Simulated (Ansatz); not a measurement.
**MnS (F-43m): seeking the equilibrium cell**

Where does the pressure of MnS (F-43m) vanish?

Program: Ansatz 0.2.0. Level of theory: DFT r²SCAN and PBE (the runs whose input is shown use PBE), scalar-relativistic, plane waves, PAW. These are calculated values, not measurements.

## (1) Starting point

The structure is cubic, space group F-43m (No. 216). Conventional cell: a = 5.600 Å, b = 5.600 Å, c = 5.600 Å, α = 90.00°, β = 90.00°, γ = 90.00°. Mn (site symmetry -43m) is surrounded by 4 S at 2.42 Å. S (site symmetry -43m) is surrounded by 4 Mn at 2.42 Å.

As a file:

```cif
data_structure
_symmetry_space_group_name_H-M 'P 1'
_symmetry_Int_Tables_number 1
_cell_length_a 3.9598
_cell_length_b 3.9598
_cell_length_c 3.9598
_cell_angle_alpha 60.000
_cell_angle_beta 60.000
_cell_angle_gamma 60.000
_cell_volume 43.90
loop_
_atom_site_label
_atom_site_type_symbol
_atom_site_fract_x
_atom_site_fract_y
_atom_site_fract_z
_atom_site_occupancy
Mn1 Mn 0.00000 0.00000 0.00000 1
S1 S 0.25000 0.25000 0.25000 1
```

Starting moments: Mn 5.00 μB.

## (2) First run, at the start cell

input.yaml reads:

```yaml
crystal:
  lattice:
    - [0.0, 2.8, 2.8]
    - [2.8, 0.0, 2.8]
    - [2.8, 2.8, 0.0]
  atoms:
    - { symbol: Mn, position: [0.0, 0.0, 0.0], spin: 5.0 }
    - { symbol: S, position: [0.25, 0.25, 0.25] }
basis:
  ecutwfc: 420
  ecutrho_ratio: 4
kpoints:
  mp_grid: { grid: [6, 6, 6] }
hamiltonian:
  xc: pbe
scf:
  occupations: { method: gaussian, width: 0.05 }
output:
  forces: true
  stress: true
  eigenvalues: true
  populations: true
magnetization:
  spin_polarized: true
```

Started as:

```bash
$ ansatz run input.yaml --threads 2 --pin off --max-ram 5120MiB --backend cpu --events-out ev --progress --plain --runs-dir out
```

After this run come: Volume adjusted, run 2; Next volume, run 3; A new volume, run 4; Another level, run 5; Next volume, run 6; Volume adjusted, run 7.

**Question.** What will these runs give? Wanted: volume; pressure; conventional cell; gap on the mesh; moments in the spheres.

The runs gave:

```
              quantity                                                                      value
                volume                                                             22.514 Å³/atom
              pressure                                                                   0.00 GPa
     conventional cell  a = 5.647 Å, b = 5.647 Å, c = 5.647 Å, α = 90.00°, β = 90.00°, γ = 90.00°
       gap on the mesh                                                                    0.74 eV
moments in the spheres                                                         Mn 4.33; S 0.10 μB
```

**Reading.** The volume went from 21.95 to 22.51 Å³/atom (+2.6 %), where 0.00 GPa is left. Only the order of the starting moments is followed; others weren't tried in this session.

These are semilocal Kohn-Sham gaps, which aren't the measured quantity. Such gaps usually fall short of the measured ones.
